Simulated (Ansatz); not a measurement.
# As: changing the functional

The structure is trigonal, space group R-3m (No. 166). The conventional cell has a = 3.762 Å, b = 3.762 Å, c = 10.542 Å, α = 90.00°, β = 90.00°, γ = 120.00°. As (site symmetry 3m) is surrounded by 3 As at 2.51 Å.

Kept alike: task band structure; k mesh 9 × 9 × 9; occupations fermi-dirac, width 0.05 eV; no spin polarisation. Program: Ansatz, all-electron LAPW, scalar-relativistic. The mesh is that of the run's cell of 2 atoms. No spin-orbit coupling.

| functional | pressure (GPa) |
| --- | --- |
| LDA | -1.35 |
| PBE | 3.72 |
| PBEsol | 0.28 |

Pressure is positive in compression. For a metal such a mesh leaves the last digits unconverged.

What does the functional change here?

The pressure runs from -1.35 (LDA) to 3.72 GPa (PBE). From PBE: LDA -5.07; PBEsol -3.44. A positive pressure means that the functional's own cell is larger than the one given, a negative one that it is smaller.
